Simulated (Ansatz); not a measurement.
## Ir: energy along a strain

Ir, P6_3/mmc, a = 2.751 Å, c = 4.462 Å (as given, not relaxed at this level: -1.6 GPa). This isn't the element's structure at ambient conditions. Ansatz: PBE, PAW, 420 eV, Γ-centred 18×18×12 mesh on 2 atoms, Gaussian smearing 0.02 eV; no spin polarisation. Cell vectors (Å): 2.751 0.000 0.000; -1.376 2.383 0.000; 0.000 0.000 4.462. The cell is strained by x per cent times the pattern (0 0 0 0 0 1) in the order xx yy zz yz xz xy (engineering shears), with fractional coordinates held. y is the free energy over the start, V0 = 14.627 Å³/atom. Symmetry makes y even in x. Points with a strain past 8.5 % were computed too (4) and aren't used here.

```
x (%) y (meV/atom)
-7.50         50.89
 0.00          0.00
 1.87          3.22
 3.75         12.90
 5.62             ?
```

Question: Fit y = c2 x² + c4 x⁴ to the other rows, get the stiffness along the pattern, and predict the missing energy.

Answer: Least squares on the rows shown. y = 0.92157 x² − 0.00029974 x⁴. The clamped-ion stiffness p·C·p = 2 × 9.216 eV × 160.2 / 14.627 Å³ = 202 GPa, which is C66 in these axes (second derivative at the start, which stands under stress). At x = 5.62 the fit asked for gives 28.81 meV/atom. The run gave 28.78 meV/atom, so the fit is 0.03 meV/atom too high, a small miss on the scale of the series.

The smearing is narrow for a metal on this mesh. Spin–orbit coupling is left out, which can shift energies with elements as heavy as these.

Cost: 9 runs of about 4 core-minutes in all, on Arm Neoverse V1 (shared hosts).